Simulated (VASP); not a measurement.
# MoS2 (P6_3/mmc) in VASP: phonons with LDA

Aim: the phonons of MoS2 with LDA.

Program: VASP 6.6.1. These are calculated values, not measurements. Logs are shortened: lines on timing, memory, paths and dates and some standing lists are left out, and cuts for length are marked.

### Step 1. Starting point

The structure is hexagonal, space group P6_3/mmc (No. 194). Conventional cell: a = 3.169 Å, b = 3.169 Å, c = 12.324 Å, α = 90.00°, β = 90.00°, γ = 120.00°. Mo (site symmetry -6m2) has 6 S at 2.41 Å as nearest neighbours. Around S (site symmetry 3m) lie 3 Mo at 2.41 Å.

### Step 2. Phonons, LDA

File POSCAR:

```
MoS2
1.0
    3.1690000000      0.0000000000      0.0000000000
   -1.5845000000      2.7444345000      0.0000000000
    0.0000000000      0.0000000000     12.3240000000
Mo S
2 4
Direct
    0.3333333300      0.6666666700      0.2500000000
    0.6666666700      0.3333333300      0.7500000000
    0.3333333300      0.6666666700      0.6230000000
    0.6666666700      0.3333333300      0.1230000000
    0.3333333300      0.6666666700      0.8770000000
    0.6666666700      0.3333333300      0.3770000000
```

File INCAR.step1:

```
SYSTEM = MoS2
ALGO = Normal ; EDIFF = 1E-8
EDIFFG = -0.002 ; ENCUT = 600
IBRION = 2 ; ISIF = 3
ISMEAR = 0 ; LASPH = .TRUE.
LCHARG = .FALSE. ; LREAL = .FALSE.
LWAVE = .FALSE. ; NELM = 60
NSW = 40 ; PREC = Accurate
SIGMA = 0.02
```

File INCAR.step2:

```
SYSTEM = MoS2
ALGO = Normal ; EDIFF = 1E-8
ENCUT = 600 ; IBRION = 8
ISIF = 2 ; ISMEAR = 0
LASPH = .TRUE. ; LCHARG = .FALSE.
LREAL = .FALSE. ; LWAVE = .FALSE.
NELM = 60 ; NSW = 1
PREC = Accurate ; SIGMA = 0.02
```

File KPOINTS:

```
k-points
0
G
  9 9 3
  0 0 0
```

Potentials or basis: VASP PAW LDA potentials, release 64 (Mo_sv, S).

The run is started by

```
$ cat potpaw_LDA.64/Mo_sv/POTCAR potpaw_LDA.64/S/POTCAR > POTCAR
$ cp INCAR.step1 INCAR
$ mpirun -np 1 vasp_std > vasp.out
$ cp CONTCAR POSCAR
$ cp INCAR.step2 INCAR
$ mpirun -np 1 vasp_std > vasp.out
```

OUTCAR:

```text
SYSTEM = MoS2
   EDIFF = 1E-8
   ENCUT = 600
   IBRION = 8
   ISIF = 2
   ISMEAR = 0
   LASPH = .TRUE.
   LREAL = .FALSE.
   NELM = 60
   NSW = 1
   PREC = Accurate

 ion  position               nearest neighbor table
   1  0.333  0.667  0.250-   4 2.38   6 2.38   4 2.38   6 2.38   4 2.38   6 2.38
   2  0.667  0.333  0.750-   3 2.38   5 2.38   3 2.38   5 2.38   3 2.38   5 2.38
   3  0.333  0.667  0.621-   2 2.38   2 2.38   2 2.38
   4  0.667  0.333  0.121-   1 2.38   1 2.38   1 2.38
   5  0.333  0.667  0.879-   2 2.38   2 2.38   2 2.38
   6  0.667  0.333  0.379-   1 2.38   1 2.38   1 2.38

  LATTYP: Found a hexagonal cell.
 ALAT       =     3.1236175334
 C/A-ratio  =     3.8655512528

  Lattice vectors:

 A1 = (   3.1236175334,   0.0000000000,   0.0000000000)
 A2 = (  -1.5618087667,   2.7051321312,   0.0000000000)
 A3 = (   0.0000000000,   0.0000000000,  12.0745036695)

Analysis of symmetry for initial positions (statically):
=====================================================================
 Subroutine PRICEL returns:
 Original cell was already a primitive cell.

 Routine SETGRP: Setting up the symmetry group for a
 hexagonal supercell.

 Subroutine GETGRP returns: Found 24 space group operations
 (whereof 12 operations were pure point group operations)
 out of a pool of 24 trial point group operations.

The static configuration has the point symmetry D_3d.
 The point group associated with its full space group is D_6h.

Analysis of symmetry for dynamics (positions and initial velocities):
=====================================================================
 Subroutine PRICEL returns:
 Original cell was already a primitive cell.

 Routine SETGRP: Setting up the symmetry group for a
 hexagonal supercell.

 Subroutine GETGRP returns: Found 24 space group operations
 (whereof 12 operations were pure point group operations)
 out of a pool of 24 trial point group operations.

The dynamic configuration has the point symmetry D_3d.
 The point group associated with its full space group is D_6h.

 Subroutine INISYM returns: Found 24 space group operations
 (whereof 12 operations are pure point group operations),
 and found     1 'primitive' translations

[... 990 lines left out ...]
      direct lattice vectors                 reciprocal lattice vectors
     3.123617533  0.000000000  0.000000000     0.320141627  0.184833855  0.000000000
    -1.561808767  2.705132131  0.000000000     0.000000000  0.369667710  0.000000000
     0.000000000  0.000000000 12.074503669     0.000000000  0.000000000  0.082819139

 POSITION                                       TOTAL-FORCE (eV/Angst)
 -----------------------------------------------------------------------------------
     -0.00000      1.80342      3.01863         0.000000     -0.000000     -0.000000
      1.56181      0.90171      9.05588        -0.000000      0.000000     -0.000000
     -0.00000      1.80342      7.50154        -0.000000     -0.000000     -0.002016
      1.56181      0.90171      1.46429         0.000000      0.000000     -0.002016
     -0.00000      1.80342     10.61022        -0.000000     -0.000000      0.002016
      1.56181      0.90171      4.57297         0.000000     -0.000000      0.002016
 -----------------------------------------------------------------------------------
    total drift:                               -0.000013      0.000008     -0.000000

  FREE ENERGIE OF THE ION-ELECTRON SYSTEM (eV)
  ---------------------------------------------------
  free  energy   TOTEN  =       -48.9597422425 eV

  energy  without entropy=      -48.9597422425  energy(sigma->0) =      -48.95974224

[... ionic steps 2 to 9 ...]

--------------------------------------- Ionic step       10  -------------------------------------------

------------------------ aborting loop because EDIFF is reached ----------------------------------------

[... ionic steps 11 to 11 ...]

--------------------------------------- Ionic step       12  -------------------------------------------

 Free energy of the ion-electron system (eV)
  ---------------------------------------------------
  ---------------------------------------------------
  free energy    TOTEN  =        -0.14895529 eV

  energy without entropy =       -0.14895529

------------------------ aborting loop because EDIFF is reached ----------------------------------------

 INTERNAL STRAIN TENSOR  FOR ION    3  DIRECTION 3   (eV/Angst):
 -----------------------------------------------------------------------------
    10.67170 -0.00000  0.00000
     0.00000 10.67170 -0.00000
     0.00000 -0.00000 29.30611

 INTERNAL STRAIN TENSOR FOR ION    6 for displacements in x,y,z  (eV/Angst):
          X           Y           Z          XY          YZ          ZX
  --------------------------------------------------------------------------------
  x     0.00000     0.00000     0.00000     3.50377     0.00000   -13.51320
  y     3.50377    -3.50377     0.00000     0.00000   -15.20469     0.00000
  z   -10.67170   -10.67170   -29.30611    -0.00000     0.00000     0.00000

 SECOND DERIVATIVES (NOT SYMMETRIZED)
 ------------------------------------
               1X          1Y          1Z          2X          2Y          2Z          3X          3Y          3Z          4X          4Y          4Z          5X          5Y          5Z          6X          6Y          6Z
  1X   -21.389827   -0.000000    0.000000    0.041529    0.000000    0.000000    0.059339    0.000000    0.000000   10.614810    0.000000    0.000000    0.059339    0.000000   -0.000000   10.614810    0.000000    0.000000
  1Y     0.000000  -21.389827   -0.000000    0.000000    0.041529   -0.000000    0.000000    0.059339    0.000000    0.000000   10.614810   -0.000000    0.000000    0.059339   -0.000000    0.000000   10.614810    0.000000
  1Z    -0.000000    0.000000  -31.614333    0.000000    0.000000    0.291780    0.000000    0.000000   -0.018733    0.000000    0.000000   15.680010   -0.000000   -0.000000   -0.018733    0.000000   -0.000000   15.680010
  2X     0.041529    0.000000    0.000000  -21.389827   -0.000000    0.000000   10.614810    0.000000    0.000000    0.059339    0.000000   -0.000000   10.614810    0.000000    0.000000    0.059339    0.000000    0.000000
  2Y     0.000000    0.041529   -0.000000    0.000000  -21.389827   -0.000000    0.000000   10.614810    0.000000    0.000000    0.059339   -0.000000    0.000000   10.614810   -0.000000    0.000000    0.059339    0.000000
  2Z     0.000000    0.000000    0.291780   -0.000000    0.000000  -31.614333    0.000000   -0.000000   15.680010   -0.000000   -0.000000   -0.018733    0.000000    0.000000   15.680010    0.000000    0.000000   -0.018733
  3X     0.062696    0.000000    0.000000   10.616325    0.000000    0.000000  -10.279888    0.000000   -0.000000   -0.025875   -0.000000    0.000000   -0.439196    0.000000   -0.000000    0.065938    0.000000   -0.000000
  3Y     0.000000    0.062696    0.000000    0.000000   10.616325   -0.000000    0.000000  -10.279888    0.000000    0.000000   -0.025875   -0.000000    0.000000   -0.439196    0.000000    0.000000    0.065938    0.000000
  3Z     0.000000    0.000000    0.018814   -0.000000    0.000000   15.640468    0.000000   -0.000000  -17.959114    0.000000    0.000000    0.074969   -0.000000   -0.000000    1.972675    0.000000   -0.000000    0.252189
  4X    10.616325    0.000000    0.000000    0.062696    0.000000   -0.000000   -0.025875    0.000000    0.000000  -10.279888    0.000000    0.000000    0.065938    0.000000    0.000000   -0.439196    0.000000   -0.000000
  4Y     0.000000   10.616325    0.000000    0.000000    0.062696    0.000000   -0.000000   -0.025875    0.000000    0.000000  -10.279888    0.000000    0.000000    0.065938   -0.000000    0.000000   -0.439196   -0.000000
  4Z     0.000000    0.000000   15.640468    0.000000    0.000000    0.018814    0.000000    0.000000    0.074969   -0.000000    0.000000  -17.959114    0.000000    0.000000    0.252189    0.000000    0.000000    1.972675
  5X     0.062696    0.000000   -0.000000   10.616325    0.000000    0.000000   -0.439196    0.000000   -0.000000    0.065938    0.000000    0.000000  -10.279888    0.000000    0.000000   -0.025875    0.000000    0.000000
  5Y     0.000000    0.062696    0.000000    0.000000   10.616325    0.000000    0.000000   -0.439196   -0.000000    0.000000    0.065938   -0.000000    0.000000  -10.279888    0.000000   -0.000000   -0.025875    0.000000
  5Z     0.000000    0.000000    0.018814    0.000000    0.000000   15.640468    0.000000    0.000000    1.972675    0.000000    0.000000    0.252189   -0.000000    0.000000  -17.959114    0.000000    0.000000    0.074969
  6X    10.616325    0.000000    0.000000    0.062696    0.000000    0.000000    0.065938    0.000000   -0.000000   -0.439196    0.000000   -0.000000   -0.025875   -0.000000    0.000000  -10.279888    0.000000   -0.000000
  6Y     0.000000   10.616325   -0.000000    0.000000    0.062696    0.000000    0.000000    0.065938    0.000000    0.000000   -0.439196    0.000000    0.000000   -0.025875   -0.000000    0.000000  -10.279888    0.000000
  6Z    -0.000000    0.000000   15.640468    0.000000    0.000000    0.018814    0.000000   -0.000000    0.252189   -0.000000   -0.000000    1.972675    0.000000    0.000000    0.074969    0.000000   -0.000000  -17.959114

 Eigenvectors and eigenvalues of the dynamical matrix
 ----------------------------------------------------

   1 f  =   14.238761 THz    89.464774 2PiTHz  474.953944 cm-1    58.886757 meV
             X         Y         Z           dx          dy          dz
     -0.000000  1.803421  3.018626    -0.000000    0.000000   -0.442876
      1.561809  0.901711  9.055878     0.000000   -0.000000    0.442876
     -0.000000  1.803421  7.501538    -0.000000    0.000000   -0.389783
      1.561809  0.901711  1.464287     0.000000   -0.000000    0.389783
     -0.000000  1.803421 10.610217     0.000000    0.000000   -0.389783
      1.561809  0.901711  4.572965     0.000000   -0.000000    0.389783
[... 145 lines left out ...]
  18 f/i=    0.001303 THz     0.008185 2PiTHz    0.043455 cm-1     0.005388 meV
             X         Y         Z           dx          dy          dz
     -0.000000  1.803421  3.018626    -0.367590    0.405722    0.000000
      1.561809  0.901711  9.055878    -0.367590    0.405722    0.000000
     -0.000000  1.803421  7.501538    -0.212465    0.234505    0.000000
      1.561809  0.901711  1.464287    -0.212465    0.234505    0.000000
     -0.000000  1.803421 10.610217    -0.212465    0.234505    0.000000
      1.561809  0.901711  4.572965    -0.212465    0.234505    0.000000

--------------------------------------------------------------------------------------------------------

 ELASTIC MODULI CONTR FROM IONIC RELAXATION (kBar)
 Direction    XX          YY          ZZ          XY          YZ          ZX
 --------------------------------------------------------------------------------
 XX        -434.5328   -276.9448   -976.9131      0.0000      0.0000      0.0000
 YY        -276.9448   -434.5328   -976.9131      0.0000     -0.0000     -0.0000
 ZZ        -976.9131   -976.9131  -2682.7525      0.0000     -0.0000     -0.0000
 XY           0.0000      0.0000      0.0000    -78.7940      0.0000     -0.0000
 YZ          -0.0000      0.0000     -0.0000      0.0000  -1462.0135     -0.0000
 ZX           0.0000     -0.0000     -0.0000      0.0000     -0.0000  -1154.8159
 --------------------------------------------------------------------------------
```

Wall time 57 min (1 thread of Intel Xeon 6975P-C (Granite Rapids), shared host); peak memory 0.96 GiB.

Results:

- Relaxed volume: 17.00 Å³/atom
- Relaxed cell: a = 3.124 Å, b = 3.124 Å, c = 12.075 Å, α = 90.00°, β = 90.00°, γ = 120.00°
- Space group after relaxing (to 0.05 Å): P6_3/mmc (No. 194)
- Highest phonon frequency at Γ, LO-TO splitting left out: 475 cm⁻¹

Step by step:
| step | energy change (eV) | largest force (eV/Å) | pressure (GPa) | volume (Å³) |
| --- | --- | --- | --- | --- |
| 1 | 0.0000 | 0.4646 | -5.53 | 107.18 |
| 2 | 0.2124 | 1.6251 | 12.90 | 97.89 |
| 3 | -0.0641 | 0.1472 | -0.34 | 104.04 |
| 4 | -0.0641 | 0.1602 | -0.23 | 103.97 |
| 5 | -0.0691 | 0.0348 | -0.08 | 103.41 |
| 6 | -0.0691 | 0.0360 | -0.08 | 103.41 |
| 7 | -0.0696 | 0.0375 | -0.04 | 103.28 |
| 8 | -0.0708 | 0.0418 | 0.09 | 102.86 |
| 9 | -0.0720 | 0.0505 | 0.36 | 102.03 |
| 10 | -0.0722 | 0.0210 | 0.15 | 102.06 |
| 11 | -0.0723 | 0.0024 | -0.02 | 102.07 |
| 12 | -0.0723 | 0.0020 | -0.02 | 102.07 |
| 13 | -0.0723 | 0.0005 | -0.02 | 102.05 |
| 14 | -0.0723 | 0.0001 | -0.02 | 102.04 |
| 15 | -0.0723 | 0.0018 | 0.00 | 102.03 |

Final structure:
```
CELL_PARAMETERS angstrom
3.12362 0.00000 0.00000
-1.56181 2.70513 0.00000
0.00000 0.00000 12.07450
ATOMIC_POSITIONS crystal
Mo 0.33333 0.66667 0.25000
Mo 0.66667 0.33333 0.75000
S 0.33333 0.66667 0.62127
S 0.66667 0.33333 0.12127
S 0.33333 0.66667 0.87873
S 0.66667 0.33333 0.37873
```

Phonon frequencies in cm⁻¹ (negative: imaginary):
```csv
q point,frequencies
"(0.000, 0.000, 0.000)",0 0 0 35 35 57 288 288 290 290 388 388 389 389 409 413 471 475
```
